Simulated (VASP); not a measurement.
# TaAs (I4_1md) in VASP: a series of runs

Runs on TaAs. Level: PBE. Tasks: relaxation of cell and atoms.

All numbers are computed with VASP 6.6.1; they aren't measurements. Logs are shortened: lines on timing, memory, paths and dates and some standing lists are left out, and cuts for length are marked.

## Step 1: The structure

The structure is tetragonal, space group I4_1md (No. 109). Conventional cell: a = 3.444 Å, b = 3.444 Å, c = 11.736 Å, α = 90.00°, β = 90.00°, γ = 90.00°. Around Ta (site symmetry 2mm) lie 6 As at 2.61 to 2.62 Å. As (site symmetry 2mm) is surrounded by 6 Ta at 2.61 to 2.62 Å.

The cell is a database's computed one.

## Step 2: Relaxation of cell and atoms, PBE

Contents of INCAR:

```
  PREC = Accurate
  ENCUT = 520
  EDIFF = 1E-7
  ISMEAR = 1
  SIGMA = 0.2
  LREAL = F
  LASPH = T
  NELM = 60
  ALGO = Normal
  ISIF = 3
  LWAVE = F
  LCHARG = F
  GGA = PE
  IBRION = 2
  NSW = 80
  EDIFFG = -0.002
```

Contents of KPOINTS:

```
regular mesh
0
Gamma
  18 18 18
```

Contents of POSCAR:

```
TaAs
1.0
   -1.7218133600      1.7218133600      5.8679415400
    1.7218133600     -1.7218133600      5.8679415400
    1.7218133600      1.7218133600     -5.8679415400
Ta As
2 2
Direct
    0.4999673000      0.9999673000      0.5000000000
    0.7499673000      0.7499673000      0.0000000000
    0.0826321200      0.5826321200      0.5000000000
    0.3326321200      0.3326321200      0.0000000000
```

Potentials or basis: VASP PAW PBE potentials, release 64 (Ta_pv, As).

The run is started by

```
$ cat potpaw_PBE.64/Ta_pv/POTCAR potpaw_PBE.64/As/POTCAR > POTCAR
$ mpirun -np 1 vasp_std > vasp.out
```

OUTCAR:

```text
PREC = Accurate
   ENCUT = 520
   EDIFF = 1E-7
   ISMEAR = 1
   LREAL = F
   LASPH = T
   NELM = 60
   ISIF = 3
   GGA = PE
   IBRION = 2
   NSW = 80
   EDIFFG = -0.002

 ion  position               nearest neighbor table
   1  0.500  1.000  0.500-   4 2.61   4 2.61   3 2.62   3 2.62   3 2.62   3 2.62   2 3.40   2 3.40
                             2 3.40   2 3.40
   2  0.750  0.750  0.000-   3 2.61   3 2.61   4 2.62   4 2.62   4 2.62   4 2.62   1 3.40   1 3.40
                             1 3.40   1 3.40
   3  0.083  0.583  0.500-   2 2.61   2 2.61   1 2.62   1 2.62   1 2.62   1 2.62
   4  0.333  0.333  0.000-   1 2.61   1 2.61   2 2.62   2 2.62   2 2.62   2 2.62

  LATTYP: Found a body centered tetragonal cell.
 ALAT       =     3.4436267200
 C/A-ratio  =     3.4080009345

  Lattice vectors:

 A1 = (  -1.7218133600,   1.7218133600,   5.8679415400)
 A2 = (   1.7218133600,  -1.7218133600,   5.8679415400)
 A3 = (   1.7218133600,   1.7218133600,  -5.8679415400)

Analysis of symmetry for initial positions (statically):
=====================================================================
 Subroutine PRICEL returns:
 Original cell was already a primitive cell.

 Routine SETGRP: Setting up the symmetry group for a
 body centered tetragonal supercell.

 Subroutine GETGRP returns: Found  8 space group operations
 (whereof  4 operations were pure point group operations)
 out of a pool of 16 trial point group operations.

The static configuration has the point symmetry C_2v.
 The point group associated with its full space group is C_4v.

Analysis of symmetry for dynamics (positions and initial velocities):
=====================================================================
 Subroutine PRICEL returns:
 Original cell was already a primitive cell.

 Routine SETGRP: Setting up the symmetry group for a
 body centered tetragonal supercell.

 Subroutine GETGRP returns: Found  8 space group operations
 (whereof  4 operations were pure point group operations)
 out of a pool of 16 trial point group operations.

The dynamic configuration has the point symmetry C_2v.
 The point group associated with its full space group is C_4v.

 Subroutine INISYM returns: Found  8 space group operations
 (whereof  4 operations are pure point group operations),
 and found     1 'primitive' translations

----------------------------------------------------------------------------------------

                                     Primitive cell

  volume of cell :      69.5854

  direct lattice vectors                    reciprocal lattice vectors
    -1.721813360  1.721813360  5.867941540     0.000000000  0.290391521  0.085208756
     1.721813360 -1.721813360  5.867941540     0.290391521  0.000000000  0.085208756
     1.721813360  1.721813360 -5.867941540     0.290391521  0.290391521  0.000000000

  length of vectors
     6.353111081  6.353111081  6.353111081     0.302634710  0.302634710  0.410675627

  position of ions in fractional coordinates (direct lattice)
     0.499967300  0.999967300  0.500000000
     0.749967300  0.749967300  0.000000000
     0.082632120  0.582632120  0.500000000
     0.332632120  0.332632120  0.000000000

  ion indices of the primitive-cell ions
   primitive index   ion index
                 1           1
                 2           2
                 3           3
                 4           4

----------------------------------------------------------------------------------------

 KPOINTS: regular mesh

Automatic generation of k-mesh.
 Grid dimensions read from file:
 generate k-points for:   18   18   18

 Generating k-lattice:

  Cartesian coordinates                     Fractional coordinates (reciprocal lattice)
     0.000000000  0.016132862  0.004733820     0.055555556  0.000000000 -0.000000000
     0.016132862  0.000000000  0.004733820     0.000000000  0.055555556 -0.000000000
     0.016132862  0.016132862  0.000000000     0.000000000  0.000000000  0.055555556

  Length of vectors
     0.016813039  0.016813039  0.022815313

  Shift w.r.t. Gamma in fractional coordinates (k-lattice)
     0.000000000  0.000000000  0.000000000

 Subroutine IBZKPT returns following result:
 ===========================================

 Found    480 irreducible k-points:

 Following reciprocal coordinates:
            Coordinates               Weight
  0.000000  0.000000  0.000000      1.000000
  0.055556  0.000000 -0.000000      8.000000
  0.111111  0.000000 -0.000000      8.000000
  0.166667  0.000000  0.000000      8.000000
  0.222222 -0.000000  0.000000      8.000000
  0.277778  0.000000 -0.000000      8.000000
[... 16 lines left out ...]
 -0.277778  0.055556  0.000000     16.000000
 -0.222222  0.055556 -0.000000     16.000000
 [... further k-points ...]
   k-points           NKPTS =    480   k-points in BZ     NKDIM =    480   number of bands    NBANDS=     20
   number of dos      NEDOS =    301   number of ions     NIONS =      4
   total plane-waves  NPLWV = 110592
   dimension x,y,z NGX =    48 NGY =   48 NGZ =   48
   dimension x,y,z NGXF=    96 NGYF=   96 NGZF=   96
   ions per type =               2   2
   NGX,Y,Z   is equivalent  to a cutoff of  12.56, 12.56, 12.56 a.u.
   NGXF,Y,Z  is equivalent  to a cutoff of  25.12, 25.12, 25.12 a.u.
 SYSTEM =  unknown system
   PREC   = accura    normal or accurate (medium, high low for compatibility)
   ISTART =      0    job   : 0-new  1-cont  2-samecut
   ICHARG =      2    charge: 1-file 2-atom 10-const
   ISPIN  =      1    spin polarized calculation?
   LNONCOLLINEAR =      F non collinear calculations
   LSORBIT =      F    spin-orbit coupling
   LASPH  =      T    aspherical Exc in radial PAW
   ENCUT  =  520.0 eV  38.22 Ry    6.18 a.u.  11.81 11.81 11.81*2*pi/ulx,y,z
   NELM   =     60;   NELMIN=  2; NELMDL= -5     # of ELM steps
   EDIFF  = 0.1E-06   stopping-criterion for ELM
   LREAL  =      F    real-space projection
   EDIFFG = -.2E-02   stopping-criterion for IOM
   NSW    =     80    number of steps for IOM
   IBRION =      2    ionic relax: 0-MD 1-quasi-New 2-CG
   NFREE  =      1    steps in history (QN), initial steepest desc. (CG)
   ISIF   =      3    stress and relaxation
   ISYM   =      2    0-nonsym 1-usesym 2-fastsym
   POTIM  = 0.5000    time-step for ionic-motion
   TEBEG  =    0.0;   TEEND  =   0.0 temperature during run
   PSTRESS=    0.0 pullay stress
   NELECT =      32.0000    total number of electrons
   NUPDOWN=      -1.0000    fix difference up-down
   EMIN   =  10.00;   EMAX   =-10.00  energy-range for DOS
   EFERMI =   0.00;   METHOD = LEGACY
   ISMEAR =     1;   SIGMA  =   0.20  broadening in eV -4-tet -1-fermi 0-gaus
   EFERMI_NEDOS =   21; number of points for ismear=-14 and -15
   IALGO  =     38    algorithm
   IMIX   =      4    mixing-type and parameters
     AMIX     =   0.40;   BMIX     =  1.00
     AMIX_MAG =   1.60;   BMIX_MAG =  1.00
  volume/ion in A,a.u.               =      17.40       117.40
  Fermi-wavevector in a.u.,A,eV,Ry     =   1.263627  2.387909 21.725142  1.596753
  Thomas-Fermi vector in A             =   2.396974
   LORBIT       =      0    0 simple, 1 ext, 2 COOP (PROOUT), +10 PAW based schemes
   GGA     = PE    functional components
   LHFCALC =     F    Hartree Fock is set to
   AEXX    =    0.0000 exact exchange contribution
   IVDW    =     0    specifies the selected vdW correction
   LEPSILON=     F    determine dielectric tensor
   LRPA    =     F    only Hartree local field effects (RPA)
 conjugate gradient relaxation of ions
 non-spin polarized calculation
 Methfessel and Paxton  Order N= 1 SIGMA  =   0.20
  energy-cutoff  :      520.00
  volume of cell :       69.59
 maximum number of plane-waves:      1896
   NGX = 23   NGY = 23   NGZ = 23

--------------------------------------- Ionic step        1  -------------------------------------------

 number of electron      32.0000002 magnetization

 Free energy of the ion-electron system (eV)
  ---------------------------------------------------
  ext. energy  EPLUGINS =         0.00000000
  ---------------------------------------------------
  free energy    TOTEN  =       -35.10793138 eV

  energy without entropy =      -35.11137386  energy(sigma->0) =      -35.10907887

------------------------ aborting loop because EDIFF is reached ----------------------------------------

  FORCE on cell =-STRESS in cart. coord.  units (eV):
  Direction    XX          YY          ZZ          XY          YZ          ZX
  --------------------------------------------------------------------------------------
  -------------------------------------------------------------------------------------
  Total        1.2875753      1.2875753      0.7689976      0.0000000      0.0000000      0.0000000
  in kB       29.6459461     29.6459461     17.7058857      0.0000000      0.0000000      0.0000000
  external PRESSURE =      25.6659260 kB  Pullay stress =       0.0000000 kB
[... 95 lines left out ...]
  FREE ENERGIE OF THE ION-ELECTRON SYSTEM (eV)
  ---------------------------------------------------
  free  energy   TOTEN  =       -35.1160794571 eV

  energy  without entropy=      -35.1197194737  energy(sigma->0) =      -35.11729280

[... ionic steps 4 to 7 ...]

--------------------------------------- Ionic step        8  -------------------------------------------

 number of electron      32.0000002 magnetization

------------------------ aborting loop because EDIFF is reached ----------------------------------------

  FORCE on cell =-STRESS in cart. coord.  units (eV):
  Direction    XX          YY          ZZ          XY          YZ          ZX
  --------------------------------------------------------------------------------------
  -------------------------------------------------------------------------------------
  Total       -0.0162092     -0.0162092     -0.0068875      0.0000000      0.0000000      0.0000000
  in kB       -0.3682317     -0.3682317     -0.1564666      0.0000000      0.0000000      0.0000000
  external PRESSURE =      -0.2976433 kB  Pullay stress =       0.0000000 kB
[... 61 lines left out ...]
  energy  without entropy=      -35.1200706884  energy(sigma->0) =      -35.11766648

--------------------------------------- Ionic step       10  -------------------------------------------

 number of electron      32.0000002 magnetization

 Free energy of the ion-electron system (eV)
  ---------------------------------------------------
  ext. energy  EPLUGINS =         0.00000000
  ---------------------------------------------------
  free energy    TOTEN  =       -35.11646701 eV

  energy without entropy =      -35.12007530  energy(sigma->0) =      -35.11766977

 E-fermi :   6.8619     XC(G=0): -11.8451

 val. band max:        6.8574933259   @ k =  -0.1111  -0.4444   0.1111
 cond. band min:       6.8635951614   @ k =  -0.3889   0.3889   0.3889
 fundamental gap:      0.0061018355
 Fermi energy:         6.8619155124

 k-point     1 :       0.0000    0.0000    0.0000
  band No.  band energies     occupation
      1     -28.1570      2.00000
      2     -28.1284      2.00000
      3     -28.1284      2.00000
      4     -27.9834      2.00000
      5     -27.9834      2.00000
      6     -27.9292      2.00000
[... 12 lines left out ...]
     19       9.1612     -0.00000
[... 513 lines left out ...]
      4     -28.0396      2.00000
      5     -27.9809      2.00000
      6     -27.9363      2.00000
[... 12 lines left out ...]
     19       8.5177     -0.00000
     20       9.2559     -0.00000

 [... further k-points ...]
[... 5 lines left out ...]
  --------------------------------------------------------------------------------------
  -------------------------------------------------------------------------------------
  Total        0.0032923      0.0032923      0.0029109      0.0000000      0.0000000      0.0000000
  in kB        0.0748017      0.0748017      0.0661358      0.0000000      0.0000000      0.0000000
  external PRESSURE =       0.0719131 kB  Pullay stress =       0.0000000 kB
[... 19 lines left out ...]
  FREE ENERGIE OF THE ION-ELECTRON SYSTEM (eV)
  ---------------------------------------------------
  free  energy   TOTEN  =       -35.1164670076 eV

  energy  without entropy=      -35.1200752996  energy(sigma->0) =      -35.11766977

 reached required accuracy - stopping structural energy minimisation
```

Run time: 52 min. Hardware: 1 thread of Intel Xeon 6975P-C (Granite Rapids), shared host; peak memory 0.86 GiB.

Results:

- Free energy: -35.1165 eV
- Relaxed volume: 17.63 Å³/atom
- Relaxed cell: a = 6.361 Å, b = 6.361 Å, c = 6.361 Å, α = 148.38°, β = 148.38°, γ = 45.32°
- Space group after relaxing (to 0.05 Å): I4_1md (No. 109)
- Energy gained by relaxing: 2.1 meV/atom
- Ionic steps: 10
- Pressure after relaxing: 0.0 GPa
- Band gap on the k mesh: none (metal or under the smearing width)

Step by step:
| step | energy change (eV) | largest force (eV/Å) | pressure (GPa) | volume (Å³) |
| --- | --- | --- | --- | --- |
| 1 | 0.0000 | 0.0250 | 2.57 | 69.59 |
| 2 | 0.0189 | 0.0158 | -4.47 | 72.43 |
| 3 | -0.0081 | 0.0227 | -0.07 | 70.58 |
| 4 | -0.0081 | 0.0227 | -0.01 | 70.56 |
| 5 | -0.0084 | 0.0160 | 0.02 | 70.53 |
| 6 | -0.0085 | 0.0104 | 0.04 | 70.50 |
| 7 | -0.0085 | 0.0040 | -0.08 | 70.55 |
| 8 | -0.0085 | 0.0034 | -0.03 | 70.53 |
| 9 | -0.0085 | 0.0037 | 0.02 | 70.51 |
| 10 | -0.0085 | 0.0001 | 0.01 | 70.52 |

Final structure:
```xyz
4
Lattice="-1.7330 1.7330 5.8698 1.7330 -1.7330 5.8698 1.7330 1.7330 -5.8698" Properties=species:S:1:pos:R:3 pbc="T T T"
Ta    0.0000    1.7330    0.0022
Ta    0.0000    0.0000    8.8069
As    1.7330    0.0000    0.9675
As    0.0000    0.0000    3.9024
```

Levels at points of the mesh, in eV from the Fermi level:
```
           k point  band 13  band 14  band 15  band 16  band 17  band 18  band 19  band 20
(0.00, 0.00, 0.00)    -2.32    -1.90    -1.64    -1.64     0.85     1.52     2.30     3.00
(0.50, 0.00, 0.00)    -2.44    -2.30    -1.54    -0.26     0.11     1.34     2.20     2.38
(0.50, 0.50, 0.00)    -3.17    -3.17    -1.14    -1.14     2.71     2.71     2.99     2.99
(0.50, 0.50, 0.50)    -2.76    -2.76    -0.97    -0.97     1.17     1.17     2.25     2.25
```

The run has no spin-orbit coupling, so splittings on Ta are missing.

(Part 1 of 2 ends here.)
